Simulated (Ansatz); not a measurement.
TaN, space group Fm-3m, a frozen displacement of one atom

Computed with the Ansatz DFT code, driven from Python.

Typed at the interpreter:
```pycon
>>> import warnings
>>> import ansatz as az
>>> import numpy as np
>>> warnings.simplefilter("ignore", az.DeckWarning)
>>> lattice = az.Lattice.of(
...     (0.0, 2.179, 2.179),
...     (2.179, 0.0, 2.179),
...     (2.179, 2.179, 0.0),
... )
>>> sites = [
...     ("Ta", (0.5, 0.5, 0.5)),
...     ("N", (0.0, 0.0, 0.0)),
... ]
>>> xtal = az.Crystal(lattice=lattice)
>>> for symbol, position in sites:
...     xtal = xtal.atom(symbol, position)
...
>>> xtal.resolved().tree()["lattice"]
((0.0, 2.179, 2.179), (2.179, 0.0, 2.179), (2.179, 2.179, 0.0))
>>> inverse = np.linalg.inv(np.array(xtal.lattice.vectors))
>>> home = np.array(xtal.sites[1].position)
>>> values = np.linspace(-0.1, 0.1, 5)
>>> energies, pulls = [], []
>>> for shift in values:
...     moved = xtal.move(1, to=home + shift * inverse[1])
...     calc = (
...         moved.calculation()
...         .occupations("fermi_dirac", width=0.2)
...         .functional("pbe")
...         .accuracy("medium")
...         .kpoints(7, shift=0.5)
...         .scf(max_iterations=60, extra_bands=4)
...         .basis(530, xc_grid=1)
...         .forces()
...     )
...     summary = calc.run(threads=1).report
...     energies.append(summary["free_energy_ev"])
...     pulls.append(summary["forces_ev_ang"][1][1])
...

>>> print("shift (A)   dE (eV)   force along y (eV/A)")
shift (A)   dE (eV)   force along y (eV/A)
>>> for shift, e, f in zip(values, energies, pulls):
...     print(f"{shift:8.3f} {e - energies[2]:10.5f} {f:12.4f}")
...
  -0.100    0.04697       0.9648
  -0.050    0.01150       0.4631
   0.000    0.00000      -0.0000
   0.050    0.01150      -0.4631
   0.100    0.04697      -0.9648
>>> print(f"stiffness from energies {2 * np.polyfit(values, energies, 2)[0]:.3f}, from forces {-np.polyfit(values, pulls, 1)[0]:.3f} eV/A^2")
stiffness from energies 9.422, from forces 9.571 eV/A^2
```

The curvature of the energy gives 9.422 eV/Å² and the slope of the force 9.571 eV/Å², a positive curvature.

Reading the output:
- These settings explore the input space; cutoff and mesh may be short of convergence.
- No spin polarisation was allowed.
- For a metal this k-point mesh is coarse: on a finer one energies can move by several to tens of meV an atom and pressures by half a GPa or more, differences at one mesh by less.
- The mesh has less symmetry than the crystal, which the program warned of.
- In a metal a curvature from energy changes of a few meV or less hangs on mesh and smearing, in size and even in sign.
- Spin-orbit coupling, which matters for elements this heavy, is left out.
- The starting cell is as deposited in a crystallographic database; the results hold for this polymorph, which needn't be the stable one.
- All periodic images of the atom move with it, so the curvature is one diagonal element of the zone-centre force constants and no normal mode; a positive value doesn't exclude soft modes in which several atoms move.
- The script silences the warnings on its input, which a real study should read.
- It ran for 5.3 s on 1 thread of AMD EPYC 9R45 96-Core Processor (Zen 5), on a shared host, peak memory 0.43 GiB.

(Lines on the test bed's own set-up are left out of the output.)
